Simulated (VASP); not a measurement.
# ThCo5: a series over U, part 3 of 4

What does DFT+U do to ThCo5? The start is a cell from a database of measured crystal structures.

VASP 6.6.1, plane waves and PAW; the level of theory is named at each step.

So far, largest spin moment in the PAW sphere (μB): step 2 (series over U, start order fm, U 0, LDA) 0.94; step 3 (series over U, start order AFM, U 0, LDA) 0.573; step 4 (series over U, start order fm, U 1, LDA, DFT+U) 1.49.

### 6. Series over U, start order fm, U 3

This step: LDA, DFT+U (Co d 3 eV), spin-polarised from a ferromagnetic start; plane waves and PAW (Th, Co) (VASP 6.6.1).

INCAR

```
SYSTEM = ThCo5
PREC = Accurate
ENCUT = 350
EDIFF = 1E-06
NELM = 150
ISMEAR = 1
SIGMA = 0.1
LREAL = .FALSE.
ALGO = Normal
GGA = CA
NBANDS = 45
ISPIN = 2
MAGMOM = 0 2 2 2 2 2
LDAU = .TRUE.
LDAUTYPE = 2
LDAUL = -1 2
LDAUU = 0 3
LDAUJ = 0 0
LDAUPRINT = 1
LASPH = .TRUE.
LMAXMIX = 6
AMIX = 0.2
BMIX = 1E-04
AMIX_MAG = 0.8
BMIX_MAG = 1E-04
LORBIT = 11
LWAVE = .FALSE.
LCHARG = .FALSE.
KPAR = 2
NEDOS = 1200
```

POSCAR

```
ThCo5
1.0
    4.9990000000      0.0000000000      0.0000000000
   -2.4995000000      4.3292609935      0.0000000000
    0.0000000000      0.0000000000      4.0015000000
Th Co
1 5
Direct
    0.0000000000      0.0000000000      0.0000000000
    0.6666666667      0.3333333333      0.0000000000
    0.3333333333      0.6666666667      0.0000000000
    0.0000000000      0.5000000000      0.5000000000
    0.5000000000      0.5000000000      0.5000000000
    0.5000000000      0.0000000000      0.5000000000
```

KPOINTS

```
Automatic mesh
0
Gamma
4 4 4
0 0 0
```

Potentials, in the order of the species: Th and Co (LDA family, release 64).

Launch:

```console
mpirun -np 2 vasp_std
```

Log:

```text
[... set-up lines as in an earlier step ...]
 entering main loop
       N       E                     dE             d eps       ncg     rms          rms(c)
DAV:   1     0.411278138682E+03    0.41128E+03   -0.18513E+04  2160   0.117E+03
DAV:   2     0.397812890399E+01   -0.40730E+03   -0.38066E+03  2178   0.297E+02
DAV:   3    -0.397508138420E+02   -0.43729E+02   -0.40218E+02  2335   0.114E+02
DAV:   4    -0.422399970921E+02   -0.24892E+01   -0.24635E+01  3023   0.248E+01
[...]
DAV:  27    -0.365405037601E+02   -0.17165E-04   -0.79869E-05  2536   0.898E-02    0.261E-02
DAV:  28    -0.365405070866E+02   -0.33265E-05   -0.12530E-05  2551   0.359E-02    0.242E-02
DAV:  29    -0.365405062799E+02    0.80663E-06   -0.53756E-06  2337   0.283E-02
   1 F= -.36540506E+02 E0= -.36541609E+02  d E =0.330736E-02  mag=     6.7251
```

It took 2.8 min on 2 MPI ranks of AMD EPYC 7571, shared host; peak memory 0.32 GiB.

Parts of OUTCAR (step 6):

```text
  Total       -8.4428788     -8.4428788     -6.6614094      0.0000000     -0.0000000      0.0000000
  in kB     -156.2001376   -156.2001376   -123.2415014      0.0000000     -0.0000000      0.0000000
  external PRESSURE =    -145.2139255 kB  Pullay stress =       0.0000000 kB

 POSITION                                       TOTAL-FORCE (eV/Angst)
 -----------------------------------------------------------------------------------
      0.00000      0.00000      0.00000         0.000000      0.000000     -0.000000
      2.49950      1.44309      0.00000        -0.000000      0.000000     -0.000000
     -0.00000      2.88617      0.00000        -0.000000     -0.000000      0.000000
     -1.24975      2.16463      2.00075         0.000000      0.000000     -0.000000
      1.24975      2.16463      2.00075         0.000000      0.000000     -0.000000
      2.49950      0.00000      2.00075         0.000000      0.000000     -0.000000
 -----------------------------------------------------------------------------------
    total drift:                               -0.000000      0.000000     -0.000000

  FREE ENERGIE OF THE ION-ELECTRON SYSTEM (eV)
  ---------------------------------------------------
  free  energy   TOTEN  =       -36.5405062799 eV

  energy  without entropy=      -36.5438136427  energy(sigma->0) =      -36.54160873

 magnetization (x)
# of ion       s       p       d       f       tot
--------------------------------------------------
    1       -0.013  -0.056  -0.282  -0.122  -0.472
    2       -0.008  -0.055   1.474   0.000   1.411
    3       -0.008  -0.055   1.474   0.000   1.411
    4       -0.011  -0.049   1.685   0.000   1.625
    5       -0.011  -0.049   1.685   0.000   1.625
    6       -0.011  -0.049   1.685   0.000   1.625
--------------------------------------------------
tot         -0.063  -0.312   7.721  -0.122   7.224

[... 2 parts as in an earlier step ...]

[... 1 further part left out ...]
[key lines of the parts left out:]
E-fermi :   8.8529
```

The density of states holds every band computed, so its fall toward the upper end of the range is no gap.

Energy at zero smearing: -36.54161 eV.

### 7. Series over U, start order AFM, U 3

This step: LDA, DFT+U (Co d 3 eV), spin-polarised from a ferrimagnetic start; plane waves and PAW (Th, Co) (VASP 6.6.1).

Edit INCAR of step 6 so:

```diff
@@ -12,3 +12,3 @@
 ISPIN = 2
-MAGMOM = 0 2 2 2 2 2
+MAGMOM = 0 2 -2 2 -2 2
 LDAU = .TRUE.
```

POSCAR is that of step 6.

KPOINTS is that of step 6.

Launch:

```console
mpirun -np 2 vasp_std
```

Log:

```text
[... set-up lines as in an earlier step ...]
 entering main loop
       N       E                     dE             d eps       ncg     rms          rms(c)
DAV:   1     0.410916745793E+03    0.41092E+03   -0.18438E+04  3780   0.116E+03
DAV:   2     0.502578815341E+01   -0.40589E+03   -0.38225E+03  3830   0.297E+02
DAV:   3    -0.391360749345E+02   -0.44162E+02   -0.41046E+02  4135   0.116E+02
DAV:   4    -0.416561527452E+02   -0.25201E+01   -0.24932E+01  5337   0.253E+01
[...]
DAV:   8    -0.357963030120E+02    0.49615E+01   -0.89197E+00  4866   0.475E+01    0.242E+01
DAV:   9    -0.371758710746E+02   -0.13796E+01   -0.90412E+00  6039   0.358E+01    0.305E+01
DAV:  10    -0.358056892104E+02    0.13702E+01   -0.80879E+00  5821   0.248E+01    0.164E+01
[... 100 further cycles ...]
DAV: 111    -0.359194441369E+02   -0.14690E-03   -0.40457E-04  6719   0.911E-02    0.116E-01
DAV: 112    -0.359194111574E+02    0.32980E-04   -0.29211E-05  4195   0.353E-02    0.114E-01
DAV: 113    -0.359193062388E+02    0.10492E-03   -0.19293E-04  5463   0.620E-02    0.110E-01
DAV: 114    -0.359190848621E+02    0.22138E-03   -0.98872E-04  6311   0.145E-01    0.100E-01
[...]
DAV: 118    -0.359180683695E+02   -0.56342E-04   -0.57194E-05  4459   0.525E-02    0.116E-01
DAV: 119    -0.359180894695E+02   -0.21100E-04   -0.10464E-05  3096   0.144E-02    0.115E-01
DAV: 120    -0.359181001344E+02   -0.10665E-04   -0.32894E-06  2359   0.727E-03    0.115E-01
 hard stop encountered!  aborting job ...
 -----------------------------------------------------------------------------
|                                                                             |
|           W    W    AA    RRRRR   N    N  II  N    N   GGGG   !!!           |
|           W    W   A  A   R    R  NN   N  II  NN   N  G    G  !!!           |
|           W    W  A    A  R    R  N N  N  II  N N  N  G       !!!           |
|           W WW W  AAAAAA  RRRRR   N  N N  II  N  N N  G  GGG   !            |
|           WW  WW  A    A  R   R   N   NN  II  N   NN  G    G                |
|           W    W  A    A  R    R  N    N  II  N    N   GGGG   !!!           |
|                                                                             |
|     The electronic self-consistency was not achieved in the given           |
|     number of steps (NELM). The forces and other quantities evaluated       |
|     might not be reliable so examine the results carefully. If you find     |
|     spurious results, we suggest increasing NELM, if you were close to      |
|     convergence or switching to a different ALGO or adjusting the           |
|     density mixing parameters otherwise.                                    |
|                                                                             |
 -----------------------------------------------------------------------------

 soft stop encountered!  aborting job ...
   1 F= -.35918100E+02 E0= -.35917949E+02  d E =-.453760E-03  mag=     1.5502
 deleting file STOPCAR
```

It took 20 min on 2 MPI ranks; peak memory 0.37 GiB.

The run was stopped at its time limit, so it gives no result of its own.

### 8. Series over U, start order fm, U 4

This step: LDA, DFT+U (Co d 4 eV), spin-polarised from a ferromagnetic start; plane waves and PAW (Th, Co) (VASP 6.6.1).

Edit INCAR of step 7 so:

```diff
@@ -12,8 +12,8 @@
 ISPIN = 2
-MAGMOM = 0 2 -2 2 -2 2
+MAGMOM = 0 2 2 2 2 2
 LDAU = .TRUE.
-LDAUTYPE = 2
+LDAUTYPE = 4
 LDAUL = -1 2
-LDAUU = 0 3
-LDAUJ = 0 0
+LDAUU = 0 4
+LDAUJ = 0 0.9
 LDAUPRINT = 1
```

POSCAR is that of step 7.

KPOINTS is that of step 7.

Launch:

```console
mpirun -np 2 vasp_std
```

Log:

```text
[... set-up lines as in an earlier step ...]
 entering main loop
       N       E                     dE             d eps       ncg     rms          rms(c)
DAV:   1     0.411548067885E+03    0.41155E+03   -0.18535E+04  2160   0.117E+03
DAV:   2     0.479127561590E+01   -0.40676E+03   -0.38027E+03  2178   0.297E+02
DAV:   3    -0.397336661045E+02   -0.44525E+02   -0.41091E+02  2340   0.116E+02
DAV:   4    -0.422392034713E+02   -0.25055E+01   -0.24794E+01  3031   0.250E+01
[...]
DAV:  29    -0.359304294663E+02   -0.80419E-05   -0.38818E-05  2552   0.441E-02    0.670E-03
DAV:  30    -0.359304319688E+02   -0.25025E-05   -0.11829E-05  2276   0.191E-02    0.419E-03
DAV:  31    -0.359304326448E+02   -0.67600E-06   -0.32814E-06  1479   0.999E-03
   1 F= -.35930433E+02 E0= -.35932053E+02  d E =0.486098E-02  mag=     6.6270
```

It took 3.3 min on 2 MPI ranks; peak memory 0.31 GiB; 5.9 min of CPU time.

OUTCAR, selected parts (step 8):

```text
  Total       -9.0397666     -9.0397666     -6.9716582      0.0000000      0.0000000      0.0000000
  in kB     -167.2430481   -167.2430481   -128.9813568      0.0000000      0.0000000      0.0000000
  external PRESSURE =    -154.4891510 kB  Pullay stress =       0.0000000 kB

 POSITION                                       TOTAL-FORCE (eV/Angst)
 -----------------------------------------------------------------------------------
      0.00000      0.00000      0.00000        -0.000000      0.000000      0.000000
      2.49950      1.44309      0.00000         0.000000      0.000000      0.000000
     -0.00000      2.88617      0.00000        -0.000000      0.000000     -0.000000
     -1.24975      2.16463      2.00075        -0.000000      0.000000      0.000000
      1.24975      2.16463      2.00075        -0.000000      0.000000      0.000000
      2.49950      0.00000      2.00075        -0.000000      0.000000      0.000000
 -----------------------------------------------------------------------------------
    total drift:                               -0.000000      0.000000     -0.000000

  FREE ENERGIE OF THE ION-ELECTRON SYSTEM (eV)
  ---------------------------------------------------
  free  energy   TOTEN  =       -35.9304326448 eV

  energy  without entropy=      -35.9352936295  energy(sigma->0) =      -35.93205297

 magnetization (x)
# of ion       s       p       d       f       tot
--------------------------------------------------
    1       -0.006  -0.043  -0.217  -0.096  -0.363
    2       -0.011  -0.050   1.397   0.000   1.336
    3       -0.011  -0.050   1.397   0.000   1.336
    4       -0.014  -0.043   1.665   0.000   1.608
    5       -0.014  -0.043   1.665   0.000   1.608
    6       -0.014  -0.043   1.665   0.000   1.608
--------------------------------------------------
tot         -0.072  -0.270   7.571  -0.096   7.133

[... 2 parts as in an earlier step ...]

[... 1 further part left out ...]
[key lines of the parts left out:]
E-fermi :   8.7814
```

Spin moment in the PAW sphere by atom:

| atom | spin moment in the PAW sphere (μB) |
| --- | --- |
| Th1 | -0.36 |
| Co2 | 1.34 |
| Co3 | 1.34 |
| Co4 | 1.61 |
| Co5 | 1.61 |
| Co6 | 1.61 |

Energy at zero smearing: -35.93205 eV.

The run ends at a pressure of -15.45 GPa.

### 9. Series over U, start order AFM, U 4

This step: LDA, DFT+U (Co d 4 eV), spin-polarised from a ferrimagnetic start; plane waves and PAW (Th, Co) (VASP 6.6.1).

Edit INCAR of step 8 so:

```diff
@@ -12,3 +12,3 @@
 ISPIN = 2
-MAGMOM = 0 2 2 2 2 2
+MAGMOM = 0 2 -2 2 -2 2
 LDAU = .TRUE.
```

POSCAR is that of step 8.

KPOINTS is that of step 8.

Launch:

```console
mpirun -np 2 vasp_std
```

Log:

```text
[... set-up lines as in an earlier step ...]
 entering main loop
       N       E                     dE             d eps       ncg     rms          rms(c)
DAV:   1     0.411349363600E+03    0.41135E+03   -0.18448E+04  3780   0.116E+03
DAV:   2     0.631604080651E+01   -0.40503E+03   -0.38157E+03  3830   0.297E+02
DAV:   3    -0.387516821266E+02   -0.45068E+02   -0.41950E+02  4143   0.118E+02
DAV:   4    -0.413013900648E+02   -0.25497E+01   -0.25226E+01  5404   0.256E+01
[...]
DAV:  33    -0.354372443945E+02   -0.15348E-05   -0.38204E-06  2912   0.189E-02    0.530E-03
DAV:  34    -0.354372455238E+02   -0.11293E-05   -0.34190E-06  2179   0.122E-02    0.355E-03
DAV:  35    -0.354372459810E+02   -0.45717E-06   -0.17004E-06  2187   0.906E-03
   1 F= -.35437246E+02 E0= -.35438218E+02  d E =0.291605E-02  mag=     1.3280
```

The job ended after 5.5 min (2 MPI ranks; peak memory 0.36 GiB; 9.9 min of CPU time).

From OUTCAR (step 9):

```text
  Total       -5.0925002     -7.2415442     -8.1811959     -1.8611267      0.0000000      0.0000000
  in kB      -94.2154032   -133.9744677   -151.3587894    -34.4323598      0.0000000      0.0000000
  external PRESSURE =    -126.5162201 kB  Pullay stress =       0.0000000 kB

 POSITION                                       TOTAL-FORCE (eV/Angst)
 -----------------------------------------------------------------------------------
      0.00000      0.00000      0.00000        -0.608360      0.351237      0.000000
      2.49950      1.44309      0.00000         0.763642     -0.440889      0.000000
     -0.00000      2.88617      0.00000         0.414887     -0.239535      0.000000
     -1.24975      2.16463      2.00075        -0.267690     -0.116398      0.000000
      1.24975      2.16463      2.00075        -0.269438      0.155560      0.000000
      2.49950      0.00000      2.00075        -0.033041      0.290026      0.000000
 -----------------------------------------------------------------------------------
    total drift:                                0.004232     -0.002444     -0.000000

  FREE ENERGIE OF THE ION-ELECTRON SYSTEM (eV)
  ---------------------------------------------------
  free  energy   TOTEN  =       -35.4372459810 eV

  energy  without entropy=      -35.4401620340  energy(sigma->0) =      -35.43821800

 magnetization (x)
# of ion       s       p       d       f       tot
--------------------------------------------------
    1       -0.000  -0.011  -0.027  -0.022  -0.060
    2       -0.009  -0.003   1.428   0.000   1.416
    3       -0.003  -0.028  -1.293   0.000  -1.324
    4       -0.000  -0.014   1.519   0.000   1.505
    5       -0.009  -0.002  -1.591   0.000  -1.601
    6       -0.000  -0.014   1.519   0.000   1.505
--------------------------------------------------
tot         -0.021  -0.073   1.556  -0.022   1.440

[... 2 parts as in an earlier step ...]

[... 1 further part left out ...]
[key lines of the parts left out:]
E-fermi :   8.7937
```

Spin moment in the PAW sphere by atom:

| atom | spin moment in the PAW sphere (μB) |
| --- | --- |
| Th1 | -0.06 |
| Co2 | 1.42 |
| Co3 | -1.32 |
| Co4 | 1.50 |
| Co5 | -1.60 |
| Co6 | 1.50 |

The density of states holds every band computed, so its fall toward the upper end of the range is no gap.

Energy at zero smearing: -35.43822 eV.

### 10. Series over U, start order fm, U 5

This step: LDA, DFT+U (Co d 5 eV), spin-polarised from a ferromagnetic start; plane waves and PAW (Th, Co) (VASP 6.6.1).

Edit INCAR of step 9 so:

```diff
@@ -12,8 +12,8 @@
 ISPIN = 2
-MAGMOM = 0 2 -2 2 -2 2
+MAGMOM = 0 2 2 2 2 2
 LDAU = .TRUE.
-LDAUTYPE = 4
+LDAUTYPE = 2
 LDAUL = -1 2
-LDAUU = 0 4
-LDAUJ = 0 0.9
+LDAUU = 0 5
+LDAUJ = 0 0
 LDAUPRINT = 1
```

POSCAR is that of step 9.

KPOINTS is that of step 9.

Launch:

```console
mpirun -np 2 vasp_std
```

Log:

```text
[... set-up lines as in an earlier step ...]
 entering main loop
       N       E                     dE             d eps       ncg     rms          rms(c)
DAV:   1     0.420343304843E+03    0.42034E+03   -0.18629E+04  2160   0.118E+03
DAV:   2     0.144092014378E+02   -0.40593E+03   -0.37890E+03  2170   0.296E+02
DAV:   3    -0.307999347646E+02   -0.45209E+02   -0.41818E+02  2340   0.117E+02
DAV:   4    -0.332411844263E+02   -0.24412E+01   -0.24192E+01  3034   0.248E+01
[...]
DAV:  58    -0.294885463215E+02   -0.65376E-05   -0.77672E-07  1255   0.758E-03    0.586E-02
DAV:  59    -0.294885491089E+02   -0.27874E-05   -0.55624E-07  1271   0.360E-03    0.590E-02
DAV:  60    -0.294885483952E+02    0.71369E-06   -0.72885E-08  1095   0.256E-03
   1 F= -.29488548E+02 E0= -.29489227E+02  d E =0.203514E-02  mag=     7.5245
```

The job ended after 3.6 min (2 MPI ranks; peak memory 0.31 GiB; 6.9 min of CPU time).

From OUTCAR (step 10):

```text
  Total       -4.5212113     -4.5212113     -6.6016877      0.0000000     -0.0000000      0.0000000
  in kB      -83.6460928    -83.6460928   -122.1366010      0.0000000     -0.0000000      0.0000000
  external PRESSURE =     -96.4762622 kB  Pullay stress =       0.0000000 kB

 POSITION                                       TOTAL-FORCE (eV/Angst)
 -----------------------------------------------------------------------------------
      0.00000      0.00000      0.00000         0.000000     -0.000000      0.000000
      2.49950      1.44309      0.00000        -0.000000      0.000000      0.000000
     -0.00000      2.88617      0.00000         0.000000     -0.000000     -0.000000
     -1.24975      2.16463      2.00075         0.000000     -0.000000      0.000000
      1.24975      2.16463      2.00075         0.000000     -0.000000      0.000000
      2.49950      0.00000      2.00075         0.000000     -0.000000      0.000000
 -----------------------------------------------------------------------------------
    total drift:                               -0.000000      0.000000     -0.000000

  FREE ENERGIE OF THE ION-ELECTRON SYSTEM (eV)
  ---------------------------------------------------
  free  energy   TOTEN  =       -29.4885483952 eV

  energy  without entropy=      -29.4905835319  energy(sigma->0) =      -29.48922677

 magnetization (x)
# of ion       s       p       d       f       tot
--------------------------------------------------
    1       -0.019  -0.031  -0.212  -0.112  -0.374
    2       -0.002  -0.054   1.579   0.000   1.523
    3       -0.002  -0.054   1.579   0.000   1.523
    4       -0.011  -0.057   1.818   0.000   1.749
    5       -0.011  -0.057   1.818   0.000   1.749
    6       -0.011  -0.057   1.818   0.000   1.749
--------------------------------------------------
tot         -0.057  -0.311   8.400  -0.112   7.919

[... 2 parts as in an earlier step ...]

[... 1 further part left out ...]
[key lines of the parts left out:]
E-fermi :   9.0581
```

Spin moment in the PAW sphere by atom:

| atom | spin moment in the PAW sphere (μB) |
| --- | --- |
| Th1 | -0.37 |
| Co2 | 1.52 |
| Co3 | 1.52 |
| Co4 | 1.75 |
| Co5 | 1.75 |
| Co6 | 1.75 |

Energy at zero smearing: -29.48923 eV.

The run ends at a pressure of -9.65 GPa.

(Part 3 of 4 ends here.)

[Lines on the potential files, build, host, timing and source positions are cut from VASP's logs without a mark.]

[Logs are printed without paths, hosts, clocks, repeated set-up lines and the standing remarks that a program may print on its own settings, such as how far it seeks lower states.]

[Hosts, paths, dates, database ids (printed as entryN), source tags and the programs' standing remarks are cut or masked in the printed files.]

[In band tables of VASP the shares of atoms and orbitals are scaled to a sum of 1 inside the atoms' spheres.]

[Runs that stopped without an error message from VASP are left out.]
